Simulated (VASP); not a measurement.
Input of a VASP 6.6.1 run:

Contents of INCAR:

```
SYSTEM = GaP
PREC = Accurate
ENCUT = 500
EDIFF = 1E-6
ISMEAR = 0
SIGMA = 0.05
LREAL = .FALSE.
LASPH = .TRUE.
NELM = 60
ALGO = Fast
ISIF = 2
LWAVE = .FALSE.
LCHARG = .TRUE.
GGA = PE
LELF = .TRUE.
LVHAR = .TRUE.
NBANDS = 11
```

Contents of KPOINTS:

```
Automatic mesh
0
G
  8 8 8
  0 0 0
```

Contents of POSCAR:

```
GaP
1.0
    0.0000000000      2.7252500000      2.7252500000
    2.7252500000      0.0000000000      2.7252500000
    2.7252500000      2.7252500000      0.0000000000
Ga P
1 1
Direct
    0.0000000000      0.0000000000      0.0000000000
    0.7500000000      0.7500000000      0.7500000000
```

Potentials or basis: VASP PAW PBE potentials, release 64 (Ga, P).

The run is started by

```sh
$ cat potpaw_PBE.64/Ga/POTCAR potpaw_PBE.64/P/POTCAR > POTCAR
$ mpirun -np 1 vasp_std > vasp.out
```

**Question.** Predict the band gap on the k mesh.

**Answer.** 1.67 eV, indirect (least direct gap 1.89 eV).

**Question.** What does it give for the pressure?

**Answer.** 4.0 GPa.

**The experiment to reproduce.**

“Stacking defects in GaP nanowires: Electronic structure and optical properties”, 2018, arxiv:1810.01194 quotes, for a bulk crystal of GaP at 10 K: band gap 2.34 eV (indirect).

Measured gap of GaP: 2.34 eV (indirect; 10 K; quoted in “Stacking defects in GaP nanowires: Electronic structure and optical properties”, 2018, arxiv:1810.01194). This calculation gives 1.67 eV (-0.67 eV). Spin-orbit coupling on Ga is left out. The value is that of PBE on a finite k mesh, which can miss the band edges, without temperature or zero-point motion. Semilocal functionals fall short of measured gaps as a rule.
